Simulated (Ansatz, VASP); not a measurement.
**One calculation of Y, two programs**

Contents of INCAR:

```
PREC = Accurate ; ENCUT = 520
EDIFF = 1E-7 ; ISMEAR = -1
SIGMA = 0.05 ; LREAL = F
LASPH = T ; NELM = 80
ALGO = Normal ; ISIF = 2
LWAVE = F ; LCHARG = T
GGA = PE ; LELF = T
LVHAR = T ; NBANDS = 18
```

The input KPOINTS:

```
regular mesh
0
Gamma
  8 8 5
```

POSCAR

```
Y
1.0
    3.6474000000      0.0000000000      0.0000000000
   -1.8237000000      3.1587410578      0.0000000000
    0.0000000000      0.0000000000      5.7306000000
Y
2
Direct
    0.6666666667      0.3333333333      0.7500000000
    0.3333333333      0.6666666667      0.2500000000
```

File input.yaml:

```yaml
crystal:
  lattice:
    - [3.6474, 0.0, 0.0]
    - [-1.8237, 3.1587410578, 0.0]
    - [0.0, 0.0, 5.7306]
  atoms:
    - { symbol: "Y", position: [0.6666666667, 0.3333333333, 0.75] }
    - { symbol: "Y", position: [0.3333333333, 0.6666666667, 0.25] }
kpoints:
  mp_grid: { grid: [8, 8, 5] }
scf:
  occupations: { method: fermi_dirac, width: 0.05 }
hamiltonian:
  xc: pbe
  pseudopotentials: { kind: all_electron, lapw: { basis_error: 0.0005 } }
output:
  forces: true
  stress: true
  eigenvalues: true
```

Alike in both runs: task single point; functional PBE; k mesh 8 × 8 × 5; occupations fermi-dirac, width 0.05 eV; no spin polarisation.

|  | VASP | Ansatz |
| --- | --- | --- |
| version | VASP 6.6.1 | Ansatz 0.2.0 |
| potentials or method | VASP PAW PBE potentials, release 64 (Y_sv) | all-electron LAPW, scalar-relativistic |
| plane-wave cutoff (eV) | 520 | see its input |

Ansatz gave:

* gap on the k mesh at the Fermi level (eV): none
* pressure (GPa): -0.1
* largest component of the traceless stress (GPa): 0.28

Question: What did VASP give for the same quantities?

Answer: gap on the k mesh at the Fermi level (eV): none; pressure (GPa): -0.2; largest component of the traceless stress (GPa): 0.28.

A gap of «none» marks a metal or a gap that the smearing closes. Ansatz ran all-electron here, so the differences hold the error of VASP's frozen core and of both bases.
